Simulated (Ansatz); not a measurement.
The same calculation of NiO (distorted cell) as a Python script and as an input file (Ansatz's Python interface).

`scf_nio.py`
```python
"""Single point of NiO, distorted."""

from dataclasses import dataclass

import ansatz
import numpy as np


@dataclass
class Settings:
    scf_tol: float = 1e-06
    max_iterations: int = 100
    cutoff_ev: int = 320
    xc: str = "pbesol"
    k_density: float = 2.3
    smearing: str = "fermi_dirac"
    smearing_width: float = 0.2


settings = Settings()

crystal = (
    ansatz.Lattice.from_parameters(3.038668, 3.063565, 3.014144, alpha=58.23925, beta=58.35074, gamma=57.36192)
    .atom("Ni", (0.00343, 0.9942, 0.00053))
    .atom("O", (0.49389, 0.50402, 0.50189))
    .moments(Ni=1.0)
)

# settings of the run
base = crystal.calculation()
base = base.accuracy("medium")
base = base.scf(tolerance=settings.scf_tol, max_iterations=settings.max_iterations).basis(settings.cutoff_ev)
base = base.functional(settings.xc).hubbard("Ni", "d", u_eff=4.5)
base = base.kpoints(density=settings.k_density).pseudopotentials("paw")
base = base.spin("collinear").occupations(settings.smearing, width=settings.smearing_width)
base = base.forces()
base = base.xc_energy_on_converged_density(["rpbe", "lda", "blyp"])
def show(event):
    row = event["data"]
    if event["event"] == "scf_iter" and row.get("harris_foulkes_ev") is not None:
        print(f"  iteration {row['iter']:3d}  Harris-Foulkes {row['harris_foulkes_ev']:.5f} eV  residual {row['dr2_ev']:.2e}")


res = base.session().plan().execute(on_event=show)
data = res.report

print(f"free energy      {data['free_energy_ev']:.5f} eV")
print(f"per atom         {data['free_energy_ev'] / len(res.lattice.sites):.5f} eV")
print(f"SCF iterations   {data['n_iterations']}  (converged: {data['converged']})")

print(f"net moment {data['magnetization_mub']:.3f} muB, absolute {data['absolute_magnetization_mub']:.3f} muB")
for index, (site, m) in enumerate(zip(res.lattice.sites, data["site_moments_mub"])):
    print(f"  {index:2d} {site.symbol:2s} {m:7.3f}")

# forces, one row an atom
forces = np.array(data["forces_ev_ang"])
norms = np.linalg.norm(forces, axis=1)
print("largest force {:.4f} eV/A on atom {}".format(norms.max(), norms.argmax()))
print(np.array2string(forces, precision=4, suppress_small=True))

print("other functionals on this density (not self-consistent, eV)")
for entry in data.get("xc_energy_on_converged_density", []):
    print(entry["functional"], {k: round(v, 3) for k, v in entry.items() if isinstance(v, float)})
```

```console
$ python scf_nio.py
DeckWarning: basis.ecutwfc = 320 eV is below the records' recommended 420 eV, and the density's cutoff is lower with it unless basis.ecutrho_ratio is high enough to keep the records' density cutoff: compare with a run at a higher cutoff
DeckWarning: scf.convergence.dr2_threshold = 1e-6 eV is looser than this run's default, which is 1e-7 eV or tighter. The error in the forces grows as the threshold's square root, so leave the key out unless less accurate forces are enough
  iteration   1  Harris-Foulkes -6366.48963 eV  residual 3.79e+01
  iteration   2  Harris-Foulkes -6361.70816 eV  residual 3.54e-01
  iteration   3  Harris-Foulkes -6361.72654 eV  residual 1.56e-01
  iteration   4  Harris-Foulkes -6361.88138 eV  residual 9.56e-03
  iteration   5  Harris-Foulkes -6362.11449 eV  residual 1.85e-01
  iteration   6  Harris-Foulkes -6362.44706 eV  residual 1.17e+00
  iteration   7  Harris-Foulkes -6362.54312 eV  residual 2.56e-01
  iteration   8  Harris-Foulkes -6362.69725 eV  residual 5.59e-01
  iteration   9  Harris-Foulkes -6362.78138 eV  residual 5.80e-02
  iteration  10  Harris-Foulkes -6362.86152 eV  residual 2.01e-02
  iteration  11  Harris-Foulkes -6362.93359 eV  residual 1.30e-04
  iteration  12  Harris-Foulkes -6362.98056 eV  residual 1.42e-03
  iteration  13  Harris-Foulkes -6363.04560 eV  residual 4.04e-02
  iteration  14  Harris-Foulkes -6363.03690 eV  residual 1.60e-03
  iteration  15  Harris-Foulkes -6363.03695 eV  residual 2.13e-04
  iteration  16  Harris-Foulkes -6363.03694 eV  residual 1.35e-05
  iteration  17  Harris-Foulkes -6363.03694 eV  residual 2.57e-07
  iteration  18  Harris-Foulkes -6363.03695 eV  residual 6.90e-08
free energy      -6363.03695 eV
per atom         -3181.51847 eV
SCF iterations   18  (converged: True)
net moment 1.993 muB, absolute 2.008 muB
   0 Ni   1.672
   1 O    0.248
largest force 0.1134 eV/A on atom 1
[[-0.0491  0.1019  0.007 ]
 [ 0.0492 -0.1019 -0.007 ]]
other functionals on this density (not self-consistent, eV)
rpbe {'e_xc_with_core_ev': -1969.068}
lda {'e_xc_with_core_ev': -1883.199}
blyp {'e_xc_with_core_ev': -1972.83}
```
(Warnings from the package without file and line.)

`input.yaml`:
```yaml
crystal:
  lattice:
    a: 3.038668
    b: 3.063565
    c: 3.014144
    alpha: 58.23925
    beta: 58.35074
    gamma: 57.36192
  atoms:
    - { symbol: Ni, position: [0.00343, 0.9942, 0.00053] }
    - { symbol: O, position: [0.49389, 0.50402, 0.50189] }
accuracy: medium
basis:
  ecutwfc: 320.0
kpoints:
  mp_grid:
    kspacing: 0.4347826086956522
hamiltonian:
  xc: pbesol
  pseudopotentials:
    kind: paw
  hubbard:
    - { species: Ni, l: d, u_eff: 4.5 }
magnetization:
  spin_polarized: true
  per_species:
    Ni: 1.0
scf:
  max_iter: 100
  convergence:
    dr2_threshold: 1.0e-06
  occupations:
    method: fermi_dirac
    width: 0.2
output:
  xc_energy_on_converged_density: [rpbe, lda, blyp]
  forces: true
```

These settings explore the input space; cutoff and mesh may be short of convergence. The cutoff lies under the one recommended for these potentials. The magnetic order follows from the starting moments and needn't be the lowest. U, its shell and the double counting are chosen to explore, and aren't derived for this compound. The k-point mesh is coarse, and energy and stress weren't tested for convergence. With one magnetic atom the cell can hold only ferromagnetic order. The cell is a database structure, distorted on purpose. Hardware and time: 12 s on 1 thread of Arm Neoverse V2, on a shared host, peak memory 0.41 GiB.

(Lines on the test bed's own set-up are left out of the output.)
